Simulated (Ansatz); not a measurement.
# TaN: response to strain

Aim: deform TaN (equal xy, yz and zx engineering shear strains of +1 %) and compute stress, forces and field gradients with LAPW, PAW and all-electron datasets made for the crystal.

Program: Ansatz 0.2.0. Level of theory: DFT PBEsol, scalar-relativistic. These are calculated values, not measurements.

### 1 Starting point

It takes space group P6_3mc (No. 186, hexagonal). Conventional cell: a = 3.050 Å, b = 3.050 Å, c = 4.940 Å, α = 90.00°, β = 90.00°, γ = 120.00°. Ta (site symmetry 3m) is surrounded by 4 N at 1.85 to 1.90 Å. N (site symmetry 3m) has 4 Ta at 1.85 to 1.90 Å as nearest neighbours.

As a file:

```xyz
4
Lattice="3.0500 0.0000 0.0000 -1.5250 2.6414 0.0000 0.0000 0.0000 4.9400" Properties=species:S:1:pos:R:3 pbc="T T T"
Ta    0.0000    1.7609    0.0000
Ta    1.5250    0.8805    2.4700
N     0.0000    1.7609    1.9019
N     1.5250    0.8805    4.3719
```

Atoms are numbered in the order of the input: Ta1, Ta2, N3, N4.

### 2 The deformed structure

Space group P6_3mc before, P1 after.

### 3 LAPW, all electrons

Input file input.yaml:

```yaml
crystal:
  lattice:
    - [3.0500010905, 0.0152500054, 0.0152500054]
    - [-1.5117936532, 2.6337534233, 0.0055818894]
    - [0.0247, 0.0247, 4.94]
  atoms:
    - { symbol: Ta, position: [0.3333333333, 0.6666666667, 0.0] }
    - { symbol: Ta, position: [0.6666666667, 0.3333333333, 0.5] }
    - { symbol: "N", position: [0.3333333333, 0.6666666667, 0.385] }
    - { symbol: "N", position: [0.6666666667, 0.3333333333, 0.885] }
kpoints:
  mp_grid: { grid: [9, 9, 5] }
  band_path:
    path:
      - [0.0, 0.0, 0.0]
      - [0.0, -0.5, 0.0]
      - [0.0, 0.0, 0.5]
      - [0.0, 0.0, 0.0]
      - [-0.5, 0.0, 0.0]
      - [-0.5, 0.5, -0.5]
      - [0.0, 0.0, 0.0]
      - [-0.5, 0.0, -0.5]
      - [-0.5, 0.5, 0.0]
    npoints: 5
scf:
  occupations: { method: fermi_dirac, width: 0.01 }
hamiltonian:
  xc: pbesol
  pseudopotentials: { kind: all_electron, lapw: { basis_error: 0.001 } }
output:
  forces: true
  stress: true
  eigenvalues: true
```

Launch:

```sh
ansatz run input.yaml --threads 1 --pin off --max-ram 6144MiB --backend cpu --events-out ev --progress --plain --runs-dir out
```

### 4 Frozen-core PAW

Input file input.yaml:

```yaml
crystal:
  lattice:
    - [3.0500010905, 0.0152500054, 0.0152500054]
    - [-1.5117936532, 2.6337534233, 0.0055818894]
    - [0.0247, 0.0247, 4.94]
  atoms:
    - { symbol: Ta, position: [0.3333333333, 0.6666666667, 0.0] }
    - { symbol: Ta, position: [0.6666666667, 0.3333333333, 0.5] }
    - { symbol: "N", position: [0.3333333333, 0.6666666667, 0.385] }
    - { symbol: "N", position: [0.6666666667, 0.3333333333, 0.885] }
kpoints:
  mp_grid: { grid: [9, 9, 5] }
scf:
  occupations: { method: fermi_dirac, width: 0.01 }
hamiltonian:
  xc: pbesol
  pseudopotentials: { kind: paw }
output:
  forces: true
  stress: true
  eigenvalues: true
  efg: { contact_densities: true }
```

### 5 All-electron PAW on datasets made for the crystal

input.yaml: that of step 4 with these lines changed.

```diff
@@ -16,3 +16,3 @@
   xc: pbesol
-  pseudopotentials: { kind: paw }
+  pseudopotentials: { kind: all_electron, datasets: crystal }
 output:
```

(Steps that only read results are left out.)

What does the calculation give? Wanted: pressure; largest shear or deviatoric stress.

As calculated:

```
                                 quantity                                                 value
                                 pressure  LAPW 123.78, PAW 126.18, crystal datasets 123.77 GPa
largest shear or deviatoric stress (LAPW)                                             16.27 GPa
```

In words: The largest part of the stress beyond the pressure is 16.27 GPa in size, in the zz component; the atoms are carried along and not relaxed. No run of the undeformed cell stands beside it, so the pressure holds what the given cell had before the change. PAW: stress within 2.57 GPa of LAPW, forces within 27 meV/Å. Crystal datasets: stress within 0.01 GPa of LAPW, forces within 1 meV/Å. Spin-orbit coupling is left out, though the cell holds Ta; in elements this heavy it can shift bands and gaps by tenths of an eV.
